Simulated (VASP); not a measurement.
Input of a VASP 6.6.1 run:

Contents of INCAR:

```
SYSTEM = Cu
PREC     = Accurate       ! precision mode
ENCUT    = 520            ! plane-wave cutoff, eV
EDIFF    = 1E-7           ! SCF threshold, eV
ISMEAR   = 0              ! smearing method
SIGMA    = 0.1            ! smearing width, eV
LREAL    = .FALSE.        ! projectors in reciprocal space
LASPH    = .TRUE.         ! aspherical terms in the spheres
NELM     = 100            ! most SCF steps
ALGO     = Normal         ! electronic algorithm
ISIF     = 3              ! what is computed and relaxed
LWAVE    = .FALSE.        ! write WAVECAR
LCHARG   = .FALSE.        ! write CHGCAR
GGA      = PS             ! functional
IBRION   = 2              ! ionic algorithm
NSW      = 80             ! ionic steps
EDIFFG   = -0.002         ! ionic threshold
KPAR     = 4
```

KPOINTS

```
Automatic mesh
0
G
  20 20 20
  0 0 0
```

File POSCAR:

```
Cu                                      
1.0
    0.0000000000      1.7845047539      1.7845047539
    1.7845047539     -0.0000000000      1.7845047539
    1.7845047539      1.7845047539     -0.0000000000
  Cu            
     1
Direct
     0.0000000000000000    0.0000000000000000    0.0000000000000000
```

Potentials or basis: VASP PAW PBE potentials, release 64 (Cu).

Run with:

```console
$ cat potpaw_PBE.64/Cu/POTCAR > POTCAR
$ mpirun -np 4 vasp_std > vasp.out
```

(1) Predict the relaxed volume.

(2) Predict the band gap on the k mesh.

(3) Predict the space group after relaxing (to 0.05 Å).

(4) What does it give for the relaxed cell?

Answers

(1) 11.36 Å³/atom.

(2) none (metal or under the smearing width).

(3) Fm-3m (No. 225).

(4) a = 2.523 Å, b = 2.523 Å, c = 2.523 Å, α = 60.00°, β = 60.00°, γ = 60.00°.

Caveat: the PAW data sets were made with another functional, which shifts forces and pressure a little.
